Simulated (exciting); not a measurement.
# Mg (I4/mmm) in exciting: optical spectrum with LDA-GL

Aim: the optical spectrum of Mg with LDA-GL.

Everything below comes from runs of exciting (release sodium). Logs are shortened: lines on timing, memory, paths and dates and some standing lists are left out, and cuts for length are marked.

**1. The crystal as given**

The structure is tetragonal, space group I4/mmm (No. 139). Conventional cell: a = 3.672 Å, b = 3.672 Å, c = 3.359 Å, α = 90.00°, β = 90.00°, γ = 90.00°. Mg (site symmetry 4/mmm) has 10 Mg at 3.09 to 3.36 Å as nearest neighbours.

This isn't the form of Mg at room conditions, which is hcp.

**2. Optical spectrum, LDA-GL**

The input, run_exciting.py:

```python
import subprocess
import xml.etree.ElementTree as ET
from ase.io import read
from ase.units import Bohr

atoms = read("Mg.cif")
rmt = {'Mg': 2.0}  # bohr
tasks = """
<groundstate do="fromscratch" ngridk="11 11 11" rgkmax="6.5" gmaxvr="14" lmaxapw="10" lmaxmat="10" lmaxvr="8" stype="Fermi Dirac" swidth="0.00499791" nempty="22" ValenceRelativity="iora*" epsengy="1e-05" epspot="1e-05" maxscl="60" outputlevel="low" vkloff="0.5 0.5 0.5">
  <libxc exchange="XC_LDA_X" correlation="XC_LDA_C_GL"/>
</groundstate>
<properties>
  <momentummatrix/>
  <dielmat intraband="false" wmax="0.8" wgrid="200" swidth="0.007" tevout="true">
    <epscomp>1 1</epscomp>
    <epscomp>2 2</epscomp>
    <epscomp>3 3</epscomp>
  </dielmat>
</properties>
"""

root = ET.Element("input")
ET.SubElement(root, "title").text = "Mg"
structure = ET.SubElement(root, "structure", speciespath="./", tshift="false")
crystal = ET.SubElement(structure, "crystal", scale="1.0")
for vector in atoms.cell / Bohr:
    ET.SubElement(crystal, "basevect").text = " ".join(f"{x:.12f}" for x in vector)
symbols = atoms.get_chemical_symbols()
for element in dict.fromkeys(symbols):
    species = ET.SubElement(structure, "species", speciesfile=element + ".xml", rmt=str(rmt[element]))
    for symbol, position in zip(symbols, atoms.get_scaled_positions(wrap=False)):
        if symbol == element:
            ET.SubElement(species, "atom", coord=" ".join(f"{x:.12f}" for x in position))
root.extend(ET.fromstring("<tasks>" + tasks + "</tasks>"))
ET.indent(root)
ET.ElementTree(root).write("input.xml")
subprocess.run(["exciting_smp"], check=True)
```

The input, Mg.cif:

```cif
data_Mg
_cell_length_a 3.09226913
_cell_length_b 3.09226913
_cell_length_c 3.09226913
_cell_angle_alpha 107.15484076
_cell_angle_beta 107.15484076
_cell_angle_gamma 114.21048488
_space_group_name_H-M_alt 'P1'
_space_group_name_Hall 'P 1'
_space_group_IT_number 1
loop_
_space_group_symop_operation_xyz
'x,y,z'
loop_
_atom_site_label
_atom_site_type_symbol
_atom_site_symmetry_multiplicity
_atom_site_Wyckoff_symbol
_atom_site_fract_x
_atom_site_fract_y
_atom_site_fract_z
_atom_site_occupancy
Mg1 Mg 1 a 0.0000000000 0.0000000000 0.0000000000 1
```

Potentials or basis: all-electron LAPW+lo, shipped species files, valence relativity iora*.

On the command line:

```bash
$ OMP_NUM_THREADS=1 python run_exciting.py
```

Standard output:

```text
================================================================================
EXCITING SODIUM started
All units are atomic (Hartree, Bohr, etc.)
================================================================================

********************************************************************************
* Ground-state run starting from atomic densities                              *
********************************************************************************

++++++++++++++++++++++++++++++++++++++++++++++++++++++++++++++++++++++++++++++++
+ Starting initialization                                                      +
++++++++++++++++++++++++++++++++++++++++++++++++++++++++++++++++++++++++++++++++

 Lattice vectors (cartesian) :
      5.8435417631      0.0000000000      0.0000000000
     -2.3963776969      5.3295735543      0.0000000000
     -1.7235820327     -2.6647867766      4.9066441433

 Reciprocal lattice vectors (cartesian) :
      1.0752358008      0.4834666537      0.6402731809
     -0.0000000000      1.1789283407      0.6402731809
      0.0000000000     -0.0000000000      1.2805463620

 Unit cell volume                           :     152.8104920997
 Brillouin zone volume                      :       1.6232538096

 Species :    1 (Mg)
     parameters loaded from                 :    Mg.xml
     name                                   :    magnesium

     atomic positions (lattice) :
       1 :   0.00000000  0.00000000  0.00000000

 Total number of atoms per unit cell        :       1

 Spin treatment                             :    spin-unpolarised

 Number of Bravais lattice symmetries       :      16
 Number of crystal symmetries               :      16

 k-point grid                               :      11   11   11
 k-point offset :       0.500000  0.500000  0.500000
 Total number of k-points                   :     126
 k-point set is reduced with crystal symmetries

 R^MT_min * |G+k|_max (rgkmax)              :       6.50000000

 G-vector grid sizes                        :      27    27    27
 Total number of G-vectors                  :    7059

 Total nuclear charge                       :     -12.00000000
 Total electronic charge                    :      12.00000000

 Number of empty states                     :      22
 Total number of valence states             :      28

 Exchange-correlation type                  :     100
     libxc; exchange: Slater exchange; correlation: Gunnarson & Lundqvist (see libxc for references)

 Smearing scheme                            :    Fermi-Dirac
 Smearing width                             :       0.00499791

++++++++++++++++++++++++++++++++++++++++++++++++++++++++++++++++++++++++++++++++
+ Ending initialization                                                        +
++++++++++++++++++++++++++++++++++++++++++++++++++++++++++++++++++++++++++++++++

********************************************************************************
* Groundstate module started                                                   *
********************************************************************************
 Output level for this task is set to low

++++++++++++++++++++++++++++++++++++++++++++++++++++++++++++++++++++++++++++++++
+ Self-consistent loop started                                                 +
++++++++++++++++++++++++++++++++++++++++++++++++++++++++++++++++++++++++++++++++
 Density and potential initialised from atomic data

++++++++++++++++++++++++++++++++++++++++++++++++++++++++++++++++++++++++++++++++
+ SCF iteration number :    1                                                  +
++++++++++++++++++++++++++++++++++++++++++++++++++++++++++++++++++++++++++++++++
 Total energy                               :      -199.46394502
 _______________________________________________________________
 Fermi energy                               :         0.12006975
 DOS at Fermi energy (states/Ha/cell)       :        12.72987204
 Electron charge: Core leakage              :         0.00000000
[... 114 lines left out ...]
 RMS change in effective potential (target) :  0.328465E-09  ( 0.100000E-04)
 Absolute change in total energy   (target) :  0.624789E-07  ( 0.100000E-04)
 Charge distance                   (target) :  0.555818E-09  ( 0.100000E-04)

++++++++++++++++++++++++++++++++++++++++++++++++++++++++++++++++++++++++++++++++
| Convergency criteria checked for the last 2 iterations                       +
| Convergence targets achieved. Performing final SCF iteration                 +
++++++++++++++++++++++++++++++++++++++++++++++++++++++++++++++++++++++++++++++++
 Total energy                               :      -199.72571390
 _______________________________________________________________
 Fermi energy                               :         0.11689950
 DOS at Fermi energy (states/Ha/cell)       :        12.76721063
 Electron charge: Core leakage              :         0.00000000

++++++++++++++++++++++++++++++++++++++++++++++++++++++++++++++++++++++++++++++++
+ Self-consistent loop stopped                                                 +
++++++++++++++++++++++++++++++++++++++++++++++++++++++++++++++++++++++++++++++++
 STATE.OUT is written

********************************************************************************
* Groundstate module stopped                                                   *
********************************************************************************

--------------------------------------------------------------------------------
- CAUTION! Warnings have been written in file WARNING.OUT !                    -
--------------------------------------------------------------------------------
================================================================================
| EXCITING SODIUM stopped                                                      =
================================================================================
```

input.xml:

```text
<input>
  <title>Mg</title>
  <structure speciespath="./" tshift="false">
    <crystal scale="1.0">
      <basevect>5.843541763080 0.000000000000 0.000000000000</basevect>
      <basevect>-2.396377696945 5.329573554277 0.000000000000</basevect>
      <basevect>-1.723582032712 -2.664786776589 4.906644143270</basevect>
    </crystal>
    <species speciesfile="Mg.xml" rmt="2.0">
      <atom coord="0.000000000000 0.000000000000 0.000000000000" />
    </species>
  </structure>
  <groundstate do="fromscratch" ngridk="11 11 11" rgkmax="6.5" gmaxvr="14" lmaxapw="10" lmaxmat="10" lmaxvr="8" stype="Fermi Dirac" swidth="0.00499791" nempty="22" ValenceRelativity="iora*" epsengy="1e-05" epspot="1e-05" maxscl="60" outputlevel="low" vkloff="0.5 0.5 0.5">
    <libxc exchange="XC_LDA_X" correlation="XC_LDA_C_GL" />
  </groundstate>
  <properties>
    <momentummatrix />
    <dielmat intraband="false" wmax="0.8" wgrid="200" swidth="0.007" tevout="true">
      <epscomp>1 1</epscomp>
      <epscomp>2 2</epscomp>
      <epscomp>3 3</epscomp>
    </dielmat>
  </properties>
</input>
```

stdout:

```text
Info(writepmat):
  Momentum matrix elements written to file PMAT.OUT

Info(dielmat):
  Optical conductivity tensor written to SIGMA_11.OUT
  Dielectric tensor written to EPSILON_11.OUT
  Electron energy loss spectrum written to LOSS_11.OUT
  Output energy is in eV

  Optical conductivity tensor written to SIGMA_22.OUT
  Dielectric tensor written to EPSILON_22.OUT
  Electron energy loss spectrum written to LOSS_22.OUT
  Output energy is in eV

  Optical conductivity tensor written to SIGMA_33.OUT
  Dielectric tensor written to EPSILON_33.OUT
  Electron energy loss spectrum written to LOSS_33.OUT
  Output energy is in eV
```

Wall time 22 s (1 thread of Arm Neoverse V2, shared host); peak memory 0.28 GiB.

What came out:

```
Free energy                          : -5434.8417 eV
Density of states at the Fermi level : 0.47 states/eV per cell
```

Dielectric function (mean over the directions given):
```tsv
energy (eV)	real part	imaginary part
0.33	80.97	100.07
0.98	-22.74	31.20
1.63	-10.04	7.03
2.29	-6.59	3.44
2.94	-3.42	1.29
3.70	-1.75	0.79
4.35	-1.09	0.39
5.01	-0.54	0.28
5.66	-0.23	0.20
6.31	0.04	0.13
7.08	0.25	0.10
7.73	0.36	0.08
8.38	0.46	0.06
9.03	0.54	0.05
9.69	0.61	0.04
10.45	0.67	0.04
11.10	0.72	0.03
11.76	0.75	0.03
12.41	0.77	0.03
13.06	0.80	0.02
13.82	0.82	0.02
14.48	0.85	0.02
15.13	0.86	0.02
15.78	0.87	0.02
16.44	0.88	0.02
17.20	0.90	0.01
17.85	0.91	0.01
18.50	0.92	0.02
19.16	0.93	0.01
19.92	0.93	0.01
```

Caveat: the log's total energy holds no entropy term; the free energy is that total less TS from the occupations; the intraband (Drude) term of the metal is left out; spectra need much finer meshes, so this one isn't converged; independent-particle spectra lack excitons.
